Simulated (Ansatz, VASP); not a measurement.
# Two plane-wave programs on MoS2

```
S Mo
1.0
     3.18472    0.00000    0.00000
    -1.59236    2.75805    0.00000
     0.00000    0.00000   32.26302
S Mo
2 1
Cartesian
  0.0000 1.8387 14.5688
  0.0000 1.8387 17.6942
  1.5924 0.9193 16.1315
```

Alike in both runs: functional PBE; k mesh 12 × 12 × 1; occupations gaussian, width 0.02 eV; no spin polarisation.

Ansatz relaxed the structure, and its values are those at the end. VASP's run is a single point on that final structure, the one shown.

|  | VASP | Ansatz |
| --- | --- | --- |
| version | VASP 6.6.1 | Ansatz 0.2.0 |
| potentials or method | VASP PAW PBE potentials, release 64 (S, Mo_sv) | scalar-relativistic, plane waves, PAW |
| plane-wave cutoff (eV) | 520 | 420 |
| valence electrons in the cell | 26 | 26 |

```csv
,VASP,Ansatz,Ansatz less VASP
gap on the k mesh at the Fermi level (eV),1.67,1.66,-0.012
least direct gap on the mesh (eV),1.68,1.68,-0.004
rms of the force components (eV/Å),0.006,0.000,-0.0053
```
